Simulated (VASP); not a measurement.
# Be3C (P4/mmm) in VASP: reference runs

Aim: a first look at Be3C with PBE, on the cell as given.

Everything below comes from runs of VASP 6.6.1. Logs are shortened: lines on timing, memory, paths and dates and some standing lists are left out, and cuts for length are marked.

**1. The structure**

Symmetry: P4/mmm, No. 123, tetragonal system. The conventional cell has a = 2.565 Å, b = 2.565 Å, c = 6.686 Å, α = 90.00°, β = 90.00°, γ = 90.00°. Be (site symmetry 4mm) is surrounded by 4 C at 2.40 Å and 8 Be at 2.53 to 2.56 Å. Be (site symmetry 4/mmm) has 12 Be at 2.53 to 2.56 Å as nearest neighbours. C (site symmetry 4/mmm) is surrounded by 8 Be at 2.40 Å and 4 C at 2.56 Å.

The cell was built by a generator and needn't be a form met in nature.

**2. Single point, PBE**

Contents of INCAR:

```
PREC = Accurate
ENCUT = 520
EDIFF = 1E-7
ISMEAR = -1
SIGMA = 0.05
LREAL = F
LASPH = T
NELM = 60
ALGO = Normal
ISIF = 2
LWAVE = F
LCHARG = T
GGA = PE
LELF = T
LVHAR = T
NBANDS = 13
```

Contents of KPOINTS:

```
regular mesh
0
Gamma
  10 10 4
```

Contents of POSCAR:

```
Be3C
1.0
    2.5646348900      0.0000000000      0.0000000000
    0.0000000000      2.5646348900      0.0000000000
    0.0000000000      0.0000000000      6.6864038900
Be C
3 1
Direct
    0.5000000000      0.5000000000      0.7642198200
    0.0000000000      0.0000000000      0.5000000000
    0.5000000000      0.5000000000      0.2357801800
    0.0000000000      0.0000000000      0.0000000000
```

Potentials or basis: VASP PAW PBE potentials, release 64 (Be, C).

Started as:

```sh
> cat potpaw_PBE.64/Be/POTCAR potpaw_PBE.64/C/POTCAR > POTCAR
> mpirun -np 1 vasp_std > vasp.out
```

OUTCAR:

```text
PREC = Accurate
   ENCUT = 520
   EDIFF = 1E-7
   ISMEAR = -1
   LREAL = F
   LASPH = T
   NELM = 60
   ISIF = 2
   GGA = PE

 ion  position               nearest neighbor table
   1  0.500  0.500  0.764-
   2  0.000  0.000  0.500-
   3  0.500  0.500  0.236-
   4  0.000  0.000  0.000-

  LATTYP: Found a simple tetragonal cell.
 ALAT       =     2.5646348900
 C/A-ratio  =     2.6071562530

  Lattice vectors:

 A1 = (   2.5646348900,   0.0000000000,   0.0000000000)
 A2 = (   0.0000000000,   2.5646348900,   0.0000000000)
 A3 = (   0.0000000000,   0.0000000000,   6.6864038900)

Analysis of symmetry for initial positions (statically):
=====================================================================
 Subroutine PRICEL returns:
 Original cell was already a primitive cell.

 Routine SETGRP: Setting up the symmetry group for a
 simple tetragonal supercell.

 Subroutine GETGRP returns: Found 16 space group operations
 (whereof 16 operations were pure point group operations)
 out of a pool of 16 trial point group operations.

The static configuration has the point symmetry D_4h.

Analysis of symmetry for dynamics (positions and initial velocities):
=====================================================================
 Subroutine PRICEL returns:
 Original cell was already a primitive cell.

 Routine SETGRP: Setting up the symmetry group for a
 simple tetragonal supercell.

 Subroutine GETGRP returns: Found 16 space group operations
 (whereof 16 operations were pure point group operations)
 out of a pool of 16 trial point group operations.

The dynamic configuration has the point symmetry D_4h.

 Subroutine INISYM returns: Found 16 space group operations
 (whereof 16 operations are pure point group operations),
 and found     1 'primitive' translations

----------------------------------------------------------------------------------------

                                     Primitive cell

  volume of cell :      43.9788

  direct lattice vectors                    reciprocal lattice vectors
     2.564634890  0.000000000  0.000000000     0.389919050  0.000000000  0.000000000
     0.000000000  2.564634890  0.000000000     0.000000000  0.389919050  0.000000000
     0.000000000  0.000000000  6.686403890     0.000000000  0.000000000  0.149557223

  length of vectors
[... 97 lines left out ...]
   NELECT =      10.0000    total number of electrons
   NUPDOWN=      -1.0000    fix difference up-down
   EMIN   =  10.00;   EMAX   =-10.00  energy-range for DOS
   EFERMI =   0.00;   METHOD = LEGACY
   ISMEAR =    -1;   SIGMA  =   0.05  broadening in eV -4-tet -1-fermi 0-gaus
   EFERMI_NEDOS =   21; number of points for ismear=-14 and -15
   IALGO  =     38    algorithm
   IMIX   =      4    mixing-type and parameters
     AMIX     =   0.40;   BMIX     =  1.00
     AMIX_MAG =   1.60;   BMIX_MAG =  1.00
  volume/ion in A,a.u.               =      10.99        74.20
  Fermi-wavevector in a.u.,A,eV,Ry     =   0.999218  1.888248 13.584556  0.998437
  Thomas-Fermi vector in A             =   2.131494
   LORBIT       =      0    0 simple, 1 ext, 2 COOP (PROOUT), +10 PAW based schemes
   GGA     = PE    functional components
   LHFCALC =     F    Hartree Fock is set to
   AEXX    =    0.0000 exact exchange contribution
   IVDW    =     0    specifies the selected vdW correction
   LEPSILON=     F    determine dielectric tensor
   LRPA    =     F    only Hartree local field effects (RPA)
 non-spin polarized calculation
  energy-cutoff  :      520.00
  volume of cell :       43.98
 maximum number of plane-waves:      1206
 NGX is ok and might be reduce to    20
   NGX =  9   NGY =  9   NGZ = 25

 number of electron      10.0000000 magnetization

 Free energy of the ion-electron system (eV)
  ---------------------------------------------------
  ext. energy  EPLUGINS =         0.00000000
  ---------------------------------------------------
  free energy    TOTEN  =       -15.47400109 eV

  energy without entropy =      -15.46093080  energy(sigma->0) =      -15.46746594

 E-fermi :   4.2987     XC(G=0):  -9.8358

 val. band max:        4.2839257723   @ k =   0.3000   0.0000   0.0000
 cond. band min:       4.2995251469   @ k =   0.5000   0.1000   0.0000
 fundamental gap:      0.0155993745
 Fermi energy:         4.2987153088

 k-point     1 :       0.0000    0.0000    0.0000
  band No.  band energies     occupation
      1      -8.3680      2.00000
      2      -3.6118      2.00000
      3      -2.8554      2.00000
      4       2.6721      2.00000
      5       6.7800      0.00000
      6       6.7800      0.00000
      7       7.0753      0.00000
      8      12.6170      0.00000
      9      12.6170      0.00000
     10      13.3180      0.00000
     11      13.5527      0.00000
     12      14.0764      0.00000
     13      14.0764      0.00000
[... 354 lines left out ...]
  band No.  band energies     occupation
      1      -7.6619      2.00000
      2      -3.4484      2.00000
      3      -1.1598      2.00000
      4       2.2960      2.00000
      5       3.6205      2.00000
      6       7.1700      0.00000
      7       7.6871      0.00000
      8       9.0870      0.00000
      9      10.7899      0.00000
     10      12.2481      0.00000
     11      13.0690      0.00000
     12      14.1375      0.00000
     13      15.1010      0.00000

 [... further k-points ...]

------------------------ aborting loop because EDIFF is reached ----------------------------------------

  FORCE on cell =-STRESS in cart. coord.  units (eV):
  Direction    XX          YY          ZZ          XY          YZ          ZX
  --------------------------------------------------------------------------------------
  -------------------------------------------------------------------------------------
  Total       -6.9821174     -6.9821174     -8.4496747      0.0000000      0.0000000     -0.0000000
  in kB     -254.3630556   -254.3630556   -307.8271147      0.0000000      0.0000000     -0.0000000
  external PRESSURE =    -272.1844086 kB  Pullay stress =       0.0000000 kB

 VOLUME and BASIS-vectors are now :
 -----------------------------------------------------------------------------
  energy-cutoff  :      520.00
  volume of cell :       43.98
      direct lattice vectors                 reciprocal lattice vectors
     2.564634890  0.000000000  0.000000000     0.389919050  0.000000000  0.000000000
     0.000000000  2.564634890  0.000000000     0.000000000  0.389919050  0.000000000
     0.000000000  0.000000000  6.686403890     0.000000000  0.000000000  0.149557223

 POSITION                                       TOTAL-FORCE (eV/Angst)
 -----------------------------------------------------------------------------------
      1.28232      1.28232      5.10988        -0.000000     -0.000000      0.996703
      0.00000      0.00000      3.34320         0.000000     -0.000000      0.000000
      1.28232      1.28232      1.57652         0.000000      0.000000     -0.996703
      0.00000      0.00000      0.00000         0.000000     -0.000000      0.000000
 -----------------------------------------------------------------------------------
    total drift:                               -0.000000     -0.000000     -0.000000

  FREE ENERGIE OF THE ION-ELECTRON SYSTEM (eV)
  ---------------------------------------------------
  free  energy   TOTEN  =       -15.4740010871 eV

  energy  without entropy=      -15.4609307981  energy(sigma->0) =      -15.46746594
```

OSZICAR:

```text
N       E                     dE             d eps       ncg     rms          rms(c)
DAV:   1     0.264733641684E+01    0.26473E+01   -0.39903E+03  1638   0.646E+02
DAV:   2    -0.144134281029E+02   -0.17061E+02   -0.15661E+02  2172   0.957E+01
DAV:   3    -0.155710316920E+02   -0.11576E+01   -0.11213E+01  2326   0.187E+01
DAV:   4    -0.155838778115E+02   -0.12846E-01   -0.12831E-01  1909   0.220E+00
DAV:   5    -0.155839929273E+02   -0.11512E-03   -0.11497E-03  2372   0.180E-01    0.194E+00
DAV:   6    -0.155021634122E+02    0.81830E-01   -0.50450E-01  2122   0.256E+00    0.110E+00
DAV:   7    -0.154796084413E+02    0.22555E-01   -0.13197E-01  2257   0.135E+00    0.692E-01
DAV:   8    -0.154743874552E+02    0.52210E-02   -0.12804E-02  2057   0.633E-01    0.236E-01
DAV:   9    -0.154740090881E+02    0.37837E-03   -0.92494E-04  1990   0.226E-01    0.390E-02
DAV:  10    -0.154739993729E+02    0.97152E-05   -0.53541E-05  2237   0.453E-02    0.187E-02
DAV:  11    -0.154740016212E+02   -0.22483E-05   -0.79393E-06  2054   0.146E-02    0.306E-03
DAV:  12    -0.154740009997E+02    0.62148E-06   -0.17427E-06  2068   0.553E-03    0.965E-04
DAV:  13    -0.154740010871E+02   -0.87406E-07   -0.92489E-08  1302   0.196E-03
   1 F= -.15474001E+02 E0= -.15467466E+02  d E =-.130703E-01
```

stdout:

```text
POSCAR found type information on POSCAR BeC
 POSCAR found :  2 types and       4 ions
 scaLAPACK will be used
 LDA part: xc-table for (Slater+PW92), standard interpolation
 POSCAR, INCAR and KPOINTS ok, starting setup
 FFT: planning ... GRIDC
 FFT: planning ... GRID_SOFT
 FFT: planning ... GRID
 WAVECAR not read
 entering main loop
```

Wall time 16 s (1 thread of AMD EPYC 9R45 (Zen 5), shared host); peak memory 0.13 GiB.

Results:

```
Free energy            : -15.4740 eV
Pressure               : -27.2 GPa
Largest force          : 0.997 eV/Å
Band gap on the k mesh : none (metal or under the smearing width)
```

Forces on the atoms (eV/Å):
```
Be   0.000  0.000  0.997
Be   0.000  0.000  0.000
Be   0.000  0.000 -0.997
C    0.000  0.000  0.000
```

Caveat: so large a pressure means that the cell lies far from this level's equilibrium, or that cutoff or potentials fall short.
